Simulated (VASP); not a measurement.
Here is a VASP 6.6.1 calculation.

File INCAR:

```
ALGO     = Normal         # electronic algorithm
EDIFF    = 1E-6           # SCF threshold, eV
ENCUT    = 400            # plane-wave cutoff, eV
GGA      = PE             # functional
ICORELEVEL= 1            
ISIF     = 2              # what is computed and relaxed
ISMEAR   = 0              # smearing method
LASPH    = True           # aspherical terms in the spheres
LCHARG   = False          # write CHGCAR
LREAL    = False          # projectors in reciprocal space
LWAVE    = False          # write WAVECAR
NELM     = 80             # most SCF steps
PREC     = Accurate       # precision mode
SIGMA    = 0.02           # smearing width, eV
```

KPOINTS

```
k-points
0
Gamma
  1 1 1
```

File POSCAR:

```
Si5H12O2
1.0
   15.0000000000      0.0000000000      0.0000000000
    0.0000000000     15.0000000000      0.0000000000
    0.0000000000      0.0000000000     15.0000000000
Si O H
5 2 12
Direct
    0.4925215300      0.5255163300      0.4994504000
    0.4012598200      0.5904497300      0.6103911600
    0.5355106100      0.6250306700      0.3849887500
    0.6819875700      0.4442125100      0.5390410100
    0.3774250500      0.3533093600      0.4652900600
    0.5811302000      0.4866675800      0.5523436700
    0.4395031600      0.4429535400      0.4491289000
    0.3791965700      0.5243430300      0.6818068100
    0.4488419600      0.6676168400      0.6519652200
    0.3161679100      0.6238605900      0.5704546500
    0.5906189400      0.5785768000      0.3159814900
    0.4542936600      0.6625953400      0.3409432100
    0.5886032000      0.7006196000      0.4226571500
    0.6756040400      0.3478257900      0.5147889000
    0.7306208800      0.4930792000      0.4669885200
    0.7308273500      0.4539639800      0.6250487200
    0.3320616300      0.3316950600      0.3795387900
    0.3092514600      0.3709839700      0.5358981600
    0.4345744500      0.2767001000      0.4932944400
```

Potentials or basis: VASP PAW PBE potentials, release 64 (Si, O, H).

Launch:

```sh
$ cat potpaw_PBE.64/Si/POTCAR potpaw_PBE.64/O/POTCAR potpaw_PBE.64/H/POTCAR > POTCAR
$ mpirun -np 1 vasp_std > vasp.out
```

Problem. What does it give for the largest force?

Solution. 0.057 eV/Å.

Problem. Estimate the gap between the frontier levels.

Solution. 4.54 eV.

Forces in eV/Å, atoms in the order of the input:
```
Si  -0.018  0.054 -0.003
Si  -0.001  0.002  0.003
Si   0.002  0.003 -0.001
Si   0.045 -0.020  0.012
Si  -0.027 -0.042 -0.010
O    0.001 -0.006 -0.007
O    0.001 -0.004  0.008
H    0.002  0.006 -0.006
H   -0.003 -0.006 -0.004
H    0.007 -0.003  0.001
H   -0.005  0.004  0.006
H    0.005 -0.004  0.005
H   -0.004 -0.006 -0.002
H    0.002  0.023  0.006
H   -0.010 -0.012  0.015
H   -0.007 -0.002 -0.021
H    0.008  0.003  0.022
H    0.015 -0.006 -0.015
H   -0.014  0.018 -0.007
```

 PBE gaps usually lie below the measured ones, often by a third to a half.
